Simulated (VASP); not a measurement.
# Os (Fm-3m) in VASP: reference runs

How does Os come out in PBE? The cell is run as given and disturbed.

Program: VASP 6.6.1. These are calculated values, not measurements. Logs are shortened: lines on timing, memory, paths and dates and some standing lists are left out, and cuts for length are marked.

## Step 1: The crystal as given

The structure is cubic, space group Fm-3m (No. 225). The conventional cell has a = 3.890 Å, b = 3.890 Å, c = 3.890 Å, α = 90.00°, β = 90.00°, γ = 90.00°. Os (site symmetry m-3m) is surrounded by 12 Os at 2.75 Å.

This isn't the form of Os at room conditions, which is hcp.

## Step 2: Single point, PBE

File INCAR:

```
  PREC = Accurate
  ENCUT = 520
  EDIFF = 1E-7
  ISMEAR = -1
  SIGMA = 0.05
  LREAL = F
  LASPH = T
  NELM = 60
  ALGO = Normal
  ISIF = 2
  LWAVE = F
  LCHARG = T
  GGA = PE
  LELF = T
  LVHAR = T
  NBANDS = 10
```

File KPOINTS:

```
regular mesh
0
Gamma
  12 12 12
```

File POSCAR:

```
Os
1.0
    0.0000000000      1.9450000000      1.9450000000
    1.9450000000      0.0000000000      1.9450000000
    1.9450000000      1.9450000000      0.0000000000
Os
1
Direct
    0.0000000000      0.0000000000      0.0000000000
```

Potentials or basis: VASP PAW PBE potentials, release 64 (Os).

Command:

```console
$ cat potpaw_PBE.64/Os/POTCAR > POTCAR
$ mpirun -np 1 vasp_std > vasp.out
```

OUTCAR:

```text
PREC = Accurate
   ENCUT = 520
   EDIFF = 1E-7
   ISMEAR = -1
   LREAL = F
   LASPH = T
   NELM = 60
   ISIF = 2
   GGA = PE

 ion  position               nearest neighbor table
   1  0.000  0.000  0.000-

  LATTYP: Found a face centered cubic cell.
 ALAT       =     3.8900000000

  Lattice vectors:

 A1 = (   0.0000000000,   1.9450000000,   1.9450000000)
 A2 = (   1.9450000000,   0.0000000000,   1.9450000000)
 A3 = (   1.9450000000,   1.9450000000,   0.0000000000)

Analysis of symmetry for initial positions (statically):
=====================================================================
 Subroutine PRICEL returns:
 Original cell was already a primitive cell.

 Routine SETGRP: Setting up the symmetry group for a
 face centered cubic supercell.

 Subroutine GETGRP returns: Found 48 space group operations
 (whereof 48 operations were pure point group operations)
 out of a pool of 48 trial point group operations.

The static configuration has the point symmetry O_h .

Analysis of symmetry for dynamics (positions and initial velocities):
=====================================================================
 Subroutine PRICEL returns:
 Original cell was already a primitive cell.

 Routine SETGRP: Setting up the symmetry group for a
 face centered cubic supercell.

 Subroutine GETGRP returns: Found 48 space group operations
 (whereof 48 operations were pure point group operations)
 out of a pool of 48 trial point group operations.

The dynamic configuration has the point symmetry O_h .

 Subroutine INISYM returns: Found 48 space group operations
 (whereof 48 operations are pure point group operations),
 and found     1 'primitive' translations

----------------------------------------------------------------------------------------

                                     Primitive cell

  volume of cell :      14.7160

  direct lattice vectors                    reciprocal lattice vectors
     0.000000000  1.945000000  1.945000000    -0.257069409  0.257069409  0.257069409
     1.945000000  0.000000000  1.945000000     0.257069409 -0.257069409  0.257069409
     1.945000000  1.945000000  0.000000000     0.257069409  0.257069409 -0.257069409

  length of vectors
     2.750645379  2.750645379  2.750645379     0.445257277  0.445257277  0.445257277

  position of ions in fractional coordinates (direct lattice)
     0.000000000  0.000000000  0.000000000

  ion indices of the primitive-cell ions
   primitive index   ion index
                 1           1

----------------------------------------------------------------------------------------

 KPOINTS: regular mesh

Automatic generation of k-mesh.
 Grid dimensions read from file:
 generate k-points for:   12   12   12

 Generating k-lattice:

  Cartesian coordinates                     Fractional coordinates (reciprocal lattice)
    -0.021422451  0.021422451  0.021422451     0.083333333  0.000000000  0.000000000
     0.021422451 -0.021422451  0.021422451     0.000000000  0.083333333  0.000000000
     0.021422451  0.021422451 -0.021422451     0.000000000  0.000000000  0.083333333

  Length of vectors
     0.037104773  0.037104773  0.037104773

  Shift w.r.t. Gamma in fractional coordinates (k-lattice)
     0.000000000  0.000000000  0.000000000

 Subroutine IBZKPT returns following result:
 ===========================================

 Found     72 irreducible k-points:

 Following reciprocal coordinates:
            Coordinates               Weight
  0.000000  0.000000  0.000000      1.000000
  0.083333  0.000000  0.000000      8.000000
  0.166667  0.000000  0.000000      8.000000
  0.250000  0.000000  0.000000      8.000000
  0.333333  0.000000  0.000000      8.000000
  0.416667  0.000000  0.000000      8.000000
[... 42 lines left out ...]
  0.333333  0.250000  0.083333     24.000000
  0.416667  0.250000  0.083333     48.000000
 [... further k-points ...]
   k-points           NKPTS =     72   k-points in BZ     NKDIM =     72   number of bands    NBANDS=     10
   number of dos      NEDOS =    301   number of ions     NIONS =      1
   total plane-waves  NPLWV =   8000
   dimension x,y,z NGX =    20 NGY =   20 NGZ =   20
   dimension x,y,z NGXF=    40 NGYF=   40 NGZF=   40
   ions per type =               1
   NGX,Y,Z   is equivalent  to a cutoff of  12.09, 12.09, 12.09 a.u.
   NGXF,Y,Z  is equivalent  to a cutoff of  24.18, 24.18, 24.18 a.u.
 SYSTEM =  unknown system
   PREC   = accura    normal or accurate (medium, high low for compatibility)
   ISTART =      0    job   : 0-new  1-cont  2-samecut
   ICHARG =      2    charge: 1-file 2-atom 10-const
   ISPIN  =      1    spin polarized calculation?
   LNONCOLLINEAR =      F non collinear calculations
   LSORBIT =      F    spin-orbit coupling
   LASPH  =      T    aspherical Exc in radial PAW
   ENCUT  =  520.0 eV  38.22 Ry    6.18 a.u.   5.11  5.11  5.11*2*pi/ulx,y,z
   NELM   =     60;   NELMIN=  2; NELMDL= -5     # of ELM steps
   EDIFF  = 0.1E-06   stopping-criterion for ELM
   LREAL  =      F    real-space projection
   EDIFFG = 0.1E-05   stopping-criterion for IOM
   NSW    =      0    number of steps for IOM
   IBRION =     -1    ionic relax: 0-MD 1-quasi-New 2-CG
   NFREE  =      0    steps in history (QN), initial steepest desc. (CG)
   ISIF   =      2    stress and relaxation
   ISYM   =      2    0-nonsym 1-usesym 2-fastsym
   POTIM  = 0.5000    time-step for ionic-motion
   TEBEG  =    0.0;   TEEND  =   0.0 temperature during run
   PSTRESS=    0.0 pullay stress
   NELECT =       8.0000    total number of electrons
   NUPDOWN=      -1.0000    fix difference up-down
   EMIN   =  10.00;   EMAX   =-10.00  energy-range for DOS
   EFERMI =   0.00;   METHOD = LEGACY
   ISMEAR =    -1;   SIGMA  =   0.05  broadening in eV -4-tet -1-fermi 0-gaus
   EFERMI_NEDOS =   21; number of points for ismear=-14 and -15
   IALGO  =     38    algorithm
   IMIX   =      4    mixing-type and parameters
     AMIX     =   0.40;   BMIX     =  1.00
     AMIX_MAG =   1.60;   BMIX_MAG =  1.00
  volume/ion in A,a.u.               =      14.72        99.31
  Fermi-wavevector in a.u.,A,eV,Ry     =   1.336109  2.524880 24.288947  1.785187
  Thomas-Fermi vector in A             =   2.464761
   LORBIT       =      0    0 simple, 1 ext, 2 COOP (PROOUT), +10 PAW based schemes
   GGA     = PE    functional components
   LHFCALC =     F    Hartree Fock is set to
   AEXX    =    0.0000 exact exchange contribution
   IVDW    =     0    specifies the selected vdW correction
   LEPSILON=     F    determine dielectric tensor
   LRPA    =     F    only Hartree local field effects (RPA)
 non-spin polarized calculation
  energy-cutoff  :      520.00
  volume of cell :       14.72
 maximum number of plane-waves:       415
   NGX = 11   NGY = 11   NGZ = 11

 number of electron       8.0000000 magnetization

 Free energy of the ion-electron system (eV)
  ---------------------------------------------------
  ext. energy  EPLUGINS =         0.00000000
  ---------------------------------------------------
  free energy    TOTEN  =       -11.11924470 eV

  energy without entropy =      -11.11479398  energy(sigma->0) =      -11.11701934

 E-fermi :   8.6719     XC(G=0): -13.7636

 val. band max:        8.6507307979   @ k =  -0.3333   0.4167   0.0833
 cond. band min:       8.7016022884   @ k =  -0.4167   0.5000   0.0833
 fundamental gap:      0.0508714905
 Fermi energy:         8.6718779846

 k-point     1 :       0.0000    0.0000    0.0000
  band No.  band energies     occupation
      1      -1.7726      2.00000
      2       5.8161      2.00000
      3       5.8161      2.00000
      4       5.8161      2.00000
      5       8.6389      1.31848
      6       8.6389      1.31848
      7      22.8743      0.00000
      8      28.4021      0.00000
      9      28.4021      0.00000
     10      28.4021      0.00000

 k-point     2 :       0.0833    0.0000    0.0000
  band No.  band energies     occupation
      1      -1.4672      2.00000
      2       5.6398      2.00000
      3       5.9506      2.00000
      4       5.9506      2.00000
      5       8.5483      1.84438
      6       8.5483      1.84437
      7      23.4285      0.00000
      8      26.9835      0.00000
      9      28.9358      0.00000
     10      28.9358      0.00000

 k-point     3 :       0.1667    0.0000    0.0000
  band No.  band energies     occupation
      1      -0.6283      2.00000
      2       5.2763      2.00000
      3       6.2216      2.00000
      4       6.2216      2.00000
      5       8.4571      1.97312
      6       8.4571      1.97312
      7      24.4351      0.00000
      8      25.1498      0.00000
      9      30.4346      0.00000
     10      30.4346      0.00000

 k-point     4 :       0.2500    0.0000    0.0000
  band No.  band energies     occupation
      1       0.4430      2.00000
      2       5.1748      2.00000
      3       6.2624      2.00000
      4       6.2624      2.00000
      5       8.8115      0.11540
      6       8.8115      0.11540
      7      22.5816      0.00000
      8      25.7572      0.00000
      9      32.5216      0.00000
     10      32.5250      0.00000
[... 430 lines left out ...]
 k-point    38 :      -0.4167    0.3333    0.0000
  band No.  band energies     occupation
      1       2.5608      2.00000
      2       3.5692      2.00000
      3       6.5660      2.00000
      4       8.7073      0.66030
      5      10.6939      0.00000
      6      15.8158      0.00000
      7      16.5062      0.00000
      8      21.7558      0.00000
      9      24.6493      0.00000
     10      29.8650      0.00000

 k-point    39 :      -0.3333    0.3333    0.0000
  band No.  band energies     occupation
      1       3.0623      2.00000
      2       4.1694      2.00000
      3       5.7098      2.00000
      4       8.1408      1.99995
      5       9.9239      0.00000
      6      14.4474      0.00000
      7      19.4511      0.00000
      8      20.4086      0.00000
      9      26.9047      0.00000
     10      28.5969      0.00000

 k-point    40 :       0.4167    0.4167    0.0000
  band No.  band energies     occupation
      1       1.6790      2.00000
      2       2.3793      2.00000
      3       9.4502      0.00000
      4      10.6570      0.00000
      5      10.7911      0.00000
      6      10.7911      0.00000
      7      21.6739      0.00000
      8      21.6739      0.00000
      9      22.0547      0.00000
     10      29.7268      0.00000

 [... further k-points ...]

------------------------ aborting loop because EDIFF is reached ----------------------------------------

  FORCE on cell =-STRESS in cart. coord.  units (eV):
  Direction    XX          YY          ZZ          XY          YZ          ZX
  --------------------------------------------------------------------------------------
  -------------------------------------------------------------------------------------
  Total       -0.9419626     -0.9419626     -0.9419626     -0.0000000      0.0000000      0.0000000
  in kB     -102.5546721   -102.5546721   -102.5546721     -0.0000000      0.0000000      0.0000000
  external PRESSURE =    -102.5546721 kB  Pullay stress =       0.0000000 kB

 VOLUME and BASIS-vectors are now :
 -----------------------------------------------------------------------------
  energy-cutoff  :      520.00
  volume of cell :       14.72
      direct lattice vectors                 reciprocal lattice vectors
     0.000000000  1.945000000  1.945000000    -0.257069409  0.257069409  0.257069409
     1.945000000  0.000000000  1.945000000     0.257069409 -0.257069409  0.257069409
     1.945000000  1.945000000  0.000000000     0.257069409  0.257069409 -0.257069409

 POSITION                                       TOTAL-FORCE (eV/Angst)
 -----------------------------------------------------------------------------------
      0.00000      0.00000      0.00000         0.000000      0.000000      0.000000
 -----------------------------------------------------------------------------------
    total drift:                               -0.000000     -0.000000     -0.000000

  FREE ENERGIE OF THE ION-ELECTRON SYSTEM (eV)
  ---------------------------------------------------
  free  energy   TOTEN  =       -11.1192446993 eV

  energy  without entropy=      -11.1147939755  energy(sigma->0) =      -11.11701934
```

Wall time 4.2 s (1 thread of AMD EPYC 9R45 (Zen 5), shared host); peak memory 0.1 GiB.

Results:

- Free energy: -11.1192 eV
- Pressure: -10.3 GPa
- Band gap on the k mesh: none (metal or under the smearing width)

## Step 3: Single point, PBE (cell strained at random at fixed volume)

File INCAR:

```
SYSTEM = Os
ALGO = Normal
EDIFF = 1E-7
ENCUT = 520
GGA = PE
ISIF = 2
ISMEAR = -1
LASPH = .TRUE.
LCHARG = .FALSE.
LREAL = .FALSE.
LWAVE = .FALSE.
NBANDS = 10
NELM = 100
PREC = Accurate
SIGMA = 0.05
```

File KPOINTS:

```
k-points
0
G
  12 12 12
  0 0 0
```

File POSCAR:

```
Os
1.0
    0.0320230000      1.9474290000      1.9443080000
    1.9306630000      0.0186740000      1.9576570000
    1.9536770000      1.9837910000     -0.0043390000
Os
1
Direct
   -0.0102350000     -0.0002650000     -0.0013140000
```

Potentials or basis: VASP PAW PBE potentials, release 64 (Os).

Command:

```console
$ cat potpaw_PBE.64/Os/POTCAR > POTCAR
$ mpirun -np 1 vasp_std > vasp.out
```

Wall time 50 s (1 thread of AMD EPYC 9R45 (Zen 5), shared host); peak memory 0.21 GiB.

The run converged. Its results:

| Property | Result |
| --- | --- |
| Free energy | -11.1040 eV |
| Pressure | -9.9 GPa |
| Band gap on the k mesh | none (metal or under the smearing width) |

Stress tensor (GPa, compression positive):
```
 -6.58  -8.96  -1.45
 -8.96 -11.48   2.64
 -1.45   2.64 -11.51
```

Levels at points of the mesh, in eV from the Fermi level:
```tsv
k point	band 1	band 2	band 3	band 4	band 5	band 6	band 7	band 8
(0.00, 0.00, 0.00)	-10.44	-3.10	-2.94	-2.54	-0.15	0.11	14.20	19.28
(0.50, 0.00, 0.00)	-7.28	-3.21	-2.90	-0.04	2.14	2.40	8.64	13.55
(0.00, 0.50, 0.00)	-7.30	-3.22	-2.81	-0.19	2.01	2.41	8.45	13.68
(0.50, 0.50, 0.00)	-7.16	-6.47	2.10	2.16	2.73	2.93	11.31	11.44
(0.00, 0.00, 0.50)	-7.36	-3.17	-2.72	-0.43	2.00	2.28	8.08	13.87
(0.50, 0.00, 0.50)	-7.16	-6.47	2.07	2.12	2.73	2.95	11.29	11.87
(0.00, 0.50, 0.50)	-7.15	-6.49	2.10	2.39	2.84	2.88	11.55	11.69
(0.50, 0.50, 0.50)	-7.35	-3.27	-2.65	-0.39	2.03	2.28	8.14	13.83
```
